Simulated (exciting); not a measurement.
The system is KBr.

```
CELL_PARAMETERS angstrom
0.00000 3.30000 3.30000
3.30000 0.00000 3.30000
3.30000 3.30000 0.00000
ATOMIC_POSITIONS crystal
Br 0.50000 0.50000 0.50000
K 0.00000 0.00000 0.00000
```

Base run:

| Quantity | Value |
| --- | --- |
| Program | exciting (release sodium) |
| Functional | PBE |
| Potentials or basis | all-electron LAPW+lo, shipped species files, valence relativity iora* |
| rgkmax | 9 |
| k mesh | 7 × 7 × 7 |
| Occupations | fermi-dirac, width 0.05 eV |
| Spin | no spin polarisation |

Its results: band gap on the k mesh 4.44 eV, direct.

**Question.** The run is repeated on the same cell with these changes: functional from PBE to LDA. What comes out?

**Answer.** Band gap on the k mesh 4.03 eV, direct.

Caveats: the tetrahedron DOS on this energy grid can lose part of the weight of narrow d or f bands (some runs).
